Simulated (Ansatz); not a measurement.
# MoS2: the cost of one run

Computed with Ansatz 0.2.0 (DFT PBE+D3(BJ), scalar-relativistic, plane waves, PAW, unless a step's input says otherwise).

3 further runs of the same task are left out: 1 that didn't finish, 2 set aside as unsound or not needed.

**1. Starting point**

Symmetry: R3m, No. 160, trigonal system. Conventional cell: a = 3.153 Å, b = 3.153 Å, c = 17.990 Å, α = 90.00°, β = 90.00°, γ = 120.00°. Mo (site symmetry 3m) is surrounded by 6 S at 2.40 Å. S (site symmetry 3m) is surrounded by 3 Mo at 2.40 Å.

As a file:

```cif
data_structure
_symmetry_space_group_name_H-M 'P 1'
_symmetry_Int_Tables_number 1
_cell_length_a 6.2667
_cell_length_b 6.2667
_cell_length_c 6.2667
_cell_angle_alpha 29.140
_cell_angle_beta 29.140
_cell_angle_gamma 29.140
_cell_volume 51.63
loop_
_atom_site_label
_atom_site_type_symbol
_atom_site_fract_x
_atom_site_fract_y
_atom_site_fract_z
_atom_site_occupancy
Mo1 Mo 0.00002 0.00002 0.00002 1
S1 S 0.75356 0.75356 0.75356 1
S2 S 0.57972 0.57972 0.57972 1
```

This cell was relaxed beforehand with the same method: volume 17.21 Å³/atom, gap on the mesh 0.79 eV.

**2. The reference: the undisturbed cell on the scan's mesh**

Contents of input.yaml:

```yaml
crystal:
  lattice:
    - [1.5764743791, 0.9101779071, 5.9965349799]
    - [-1.5764743791, 0.9101779071, 5.9965349799]
    - [0.0, -1.8203558143, 5.9965349799]
  atoms:
    - { symbol: Mo, position: [1.72715e-05, 1.72715e-05, 1.72715e-05] }
    - { symbol: S, position: [0.7535591261, 0.7535591261, 0.7535591261] }
    - { symbol: S, position: [0.5797236023, 0.5797236023, 0.5797236023] }
basis:
  ecutwfc: 420
kpoints:
  mp_grid: { grid: [12, 12, 12] }
hamiltonian:
  xc: pbe
  dispersion: d3bj
scf:
  occupations: { method: gaussian, width: 0.05 }
output:
  forces: true
  stress: true
  eigenvalues: true
```

Started as:

```
$ ansatz run input.yaml --threads 1 --pin off --max-ram 2560MiB --backend cpu --events-out ev --progress --plain --runs-dir out
```

**Question.** How long does this run take on 1 thread of Intel Xeon 6975P-C (Granite Rapids), shared host, and how much memory does it need?

About 6.6 s, with a peak of 0.51 GiB.
